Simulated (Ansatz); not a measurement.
A nudged elastic band was laid between two geometries of a periodic cell of 17 atoms, Si (host Si, host structure diamond, interstitial Si).

These are results of DFT LDA, scalar-relativistic, plane waves, PAW in Ansatz, not measurements. Settings: PAW set soft_1, cutoff 420 eV, k mesh 2x2x2, gaussian smearing 0.05 eV, no spin polarisation.

- movable images: 2
- climbing image: yes
- spring: 5.0 eV/Å²
- optimiser: quadratic models (default)
- start path: default
- force threshold: 0.05 eV/Å
- iteration limit: 50
- end points: relaxed

First end point:

```xyz
17
Lattice="0.0000 5.4300 5.4300 5.4300 0.0000 5.4300 5.4300 5.4300 0.0000" Properties=species:S:1:pos:R:3
Si -0.014 0.016 -0.014
Si 1.362 1.390 1.361
Si 2.722 2.710 -0.001
Si 4.040 4.070 1.361
Si 2.741 0.020 2.740
Si 4.079 1.353 4.079
Si 5.411 2.693 2.740
Si 6.790 4.073 4.111
Si 0.000 2.710 2.721
Si 1.362 4.070 4.040
Si 2.721 5.432 2.721
Si 4.074 6.788 4.073
Si 2.741 2.692 5.411
Si 4.112 4.073 6.790
Si 5.428 5.435 5.427
Si 6.790 6.753 6.789
Si 6.795 9.498 6.795
```

Last end point:

Only the atoms that move by more than 0.05 Å are listed.
```
Si17 8.145 8.147 8.140
```

Task: What changes between the two ends?

Result: Contacts lost: Si1–Si17. Contacts made: Si12–Si17. The atom that moves furthest is Si17, by 2.34 Å.

Task: What energy profile does the band end with?

Result: The run converged. The highest image is number 1 of 0 to 3, 0.31 eV above the ends, which have the same energy within 2 meV. The order of the stationary point at the top wasn't checked. So few images can step over the top or miss a turn of the path. Limits of this set-up: coarse k mesh, PAW files made for another functional.

| image | path coordinate (Å) | energy (eV) | Si1–Si17 (Å) | Si12–Si17 (Å) |
| --- | --- | --- | --- | --- |
| 0 | 0.00 | 0.00 | 2.39 | 4.69 |
| 1 | 1.17 | 0.31 | 2.83 | 3.55 |
| 2 | 2.17 | 0.29 | 3.89 | 2.59 |
| 3 | 3.18 | 0.00 | 4.70 | 2.39 |

Task: What is the geometry of the highest image?

Result: 
```xyz
17
Lattice="0.0000 5.4300 5.4300 5.4300 0.0000 5.4300 5.4300 5.4300 0.0000" Properties=species:S:1:pos:R:3
Si 0.241 -0.239 0.240
Si 1.409 1.419 1.408
Si 2.654 2.778 -0.018
Si 4.013 4.023 1.408
Si 2.801 0.161 2.801
Si 4.289 1.142 4.289
Si 5.271 2.630 2.801
Si 6.715 4.146 4.116
Si -0.017 2.778 2.653
Si 1.409 4.023 4.012
Si 2.654 5.449 2.653
Si 3.925 6.937 3.924
Si 2.801 2.630 5.270
Si 4.117 4.146 6.715
Si 5.281 5.580 5.281
Si 6.715 6.745 6.715
Si 7.303 8.989 7.302
```

The band took 7 iterations and of the order of 100 core-seconds.

Time of the run: 100 s on 1 thread of Intel(R) Xeon(R) Platinum 8259CL CPU @ 2.50GHz (Skylake/Cascade Lake), on a shared host, peak memory 0.65 GiB.
